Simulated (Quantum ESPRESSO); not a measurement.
The system is Sb.

```
CELL_PARAMETERS angstrom
0.00000 2.37124 2.37124
2.37124 0.00000 2.37124
2.37124 2.37124 0.00000
ATOMIC_POSITIONS crystal
Sb 0.00000 0.00000 0.00000
```

This isn't the form of Sb at room conditions, which is rhombohedral.

- Program: Quantum ESPRESSO 7.5
- Task: phonons and electron-phonon coupling
- Functional: PBEsol
- Potentials or basis: GBRV 1.5 PBEsol
- Cutoff: 612 eV
- Density cutoff: 4898 eV
- k mesh: 8 × 8 × 8
- Occupations: methfessel-paxton, width 0.272 eV
- Spin: no spin polarisation
- Mixing beta: 0.5
- Most SCF iterations: 120
- SCF threshold: 2e-10 Ry
- q mesh: 4 × 4 × 4

The cell and the atoms were relaxed first, to 26.35 Å³/atom (a = 3.340 Å, b = 3.340 Å, c = 3.340 Å, α = 60.00°, β = 60.00°, γ = 60.00°), and the response was taken there.

**Question.** Is this structure dynamically stable at this level, and how far does the spectrum reach?

**Answer.** No: the interpolated spectrum has imaginary modes, down to 98i cm⁻¹ near L. The highest frequency is 99 cm⁻¹.

Phonon frequencies at the corners of the path (cm⁻¹, interpolated; i marks imaginary ones):
| point | frequencies |
| --- | --- |
| Γ | 0 0 0 |
| X | 47i 47i 99 |
| W | 57i 16 16 |
| K | 50i 44i 72 |
| L | 98i 59i 59i |
| U | 50i 44i 72 |

Phonon states per cell in windows of 10 cm⁻¹ (negative: imaginary):
| from (cm⁻¹) | total |
| --- | --- |
| -100 | 0.00 |
| -90 | 0.01 |
| -80 | 0.03 |
| -70 | 0.07 |
| -60 | 0.43 |
| -50 | 0.63 |
| -40 | 0.58 |
| -30 | 0.24 |
| -20 | 0.09 |
| -10 | 0.07 |
| 0 | 0.06 |
| 10 | 0.06 |
| 20 | 0.07 |
| 30 | 0.10 |
| 40 | 0.15 |
| 50 | 0.16 |
| 60 | 0.08 |
| 70 | 0.07 |
| 80 | 0.06 |
| 90 | 0.02 |

Caveat: the mesh is thin for the phonons of a metal; some modes are imaginary; the interpolated spectrum has imaginary branches, which spoil the λ, ω_log and α²F that the log prints; λ from interpolated matrix elements is rough: modes that symmetry makes equal can differ by tens of percent.
